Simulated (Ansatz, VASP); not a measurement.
# One calculation of InAs, two programs

Contents of INCAR:

```
PREC = Accurate
ENCUT = 520
EDIFF = 1E-7
ISMEAR = -1
SIGMA = 0.08
LREAL = F
LASPH = T
NELM = 100
ALGO = Normal
ISIF = 2
LWAVE = F
LCHARG = F
GGA = PE
NBANDS = 16
```

File KPOINTS:

```
regular mesh
0
Gamma
  10 10 10
```

POSCAR

```
InAs
1.0
    0.0000000000      3.0240000000      3.0240000000
    3.0240000000      0.0000000000      3.0240000000
    3.0240000000      3.0240000000      0.0000000000
In As
1 1
Direct
    0.0000000000      0.0000000000      0.0000000000
    0.7500000000      0.7500000000      0.7500000000
```

Input for Ansatz:

```yaml
crystal:
  lattice:
    - [0.0, 3.024, 3.024]
    - [3.024, 0.0, 3.024]
    - [3.024, 3.024, 0.0]
  atoms:
    - { symbol: In, position: [0.0, 0.0, 0.0] }
    - { symbol: As, position: [0.75, 0.75, 0.75] }
kpoints:
  mp_grid: { grid: [10, 10, 10] }
  band_path:
    path:
      - [0.0, 0.0, 0.0]
      - [-0.5, -0.5, 0.0]
      - [-0.375, -0.375, 0.25]
      - [-0.375, 0.0, 0.375]
      - [0.0, 0.0, 0.0]
      - [0.0, 0.0, 0.5]
      - [-0.5, -0.25, 0.25]
      - [-0.5, -0.5, 0.0]
    npoints: 8
scf:
  occupations: { method: fermi_dirac, width: 0.08 }
hamiltonian:
  xc: pbe
  pseudopotentials: { kind: all_electron, lapw: { basis_error: 0.0005 } }
output:
  forces: true
  stress: true
  eigenvalues: true
  populations: true
  dos: { projected: true, de: 0.2, e_range: [-14, 8] }
```

Alike in both runs: task single point; functional PBE; k mesh 10 × 10 × 10; occupations fermi-dirac, width 0.08 eV; no spin polarisation.

|  | VASP | Ansatz |
| --- | --- | --- |
| version | VASP 6.6.1 | Ansatz 0.2.0 |
| potentials or method | VASP PAW PBE potentials, release 64 (In_d, As) | all-electron LAPW, scalar-relativistic |
| plane-wave cutoff (eV) | 520 | see its input |

```csv
,VASP,Ansatz,Ansatz less VASP
pressure (GPa),3.9,3.9,-0.06
```

Ansatz ran all-electron here, so the differences hold the error of VASP's frozen core and of both bases.

Caveats: this crystal is a semiconductor, whose small gap the functional closes, so the metal is an error of the method.
